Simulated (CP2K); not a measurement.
Runs of CP2K 2026.2 on TaN. Symmetry: F-43m, No. 216, cubic system. Conventional cell: a = 4.982 Å, b = 4.982 Å, c = 4.982 Å, α = 90.00°, β = 90.00°, γ = 90.00°. Ta (site symmetry -43m) is surrounded by 4 N at 2.16 Å. N (site symmetry -43m) has 4 Ta at 2.16 Å as nearest neighbours. The cell comes from a database or a generator and needn't be the stable form of this composition.

```tsv
task	level	points a segment of the path (NPOINTS)	bands added on the path	gap on the mesh (eV)	pressure (GPa)
band structure	TASK	6	4	none	-26.0
single point	WC	-	-	none	-31.1
single point	PBE	-	-	none	(a)
band structure	LDA	6	4	none	-33.7
single point	BLYP	-	-	none	-21.0
band structure	PBEsol	6	4	none	-31.6
single point	OLYP	-	-	none	-29.7
```

Alike in all rows: potentials or basis POTENTIAL_UZH Ta GTH-PBE-q13, N GTH-PBE-q5; TZVP-MOLOPT-PBE-GTH basis; no spin polarisation; cell as given; k mesh 9 × 9 × 9; smearing fermi-dirac 0.05 eV.

**Question.** Estimate the missing entries.

**Answer.** (a) -27.3.

Caveats: the basis of atomic orbitals isn't converged, which shifts pressures, moduli and gaps; the potentials were made for another functional, which shifts forces and pressure (some runs); a pressure of tens of GPa on the cell as given is suspect, and the run, the potentials or the cell itself is likely at fault (some runs); spin-orbit coupling is left out, which moves the levels of the heavy elements (some runs).

A k mesh can miss the band edges, and the runs leave out spin-orbit coupling on Ta.

A gap of «none» marks a metal or a gap under the smearing width.
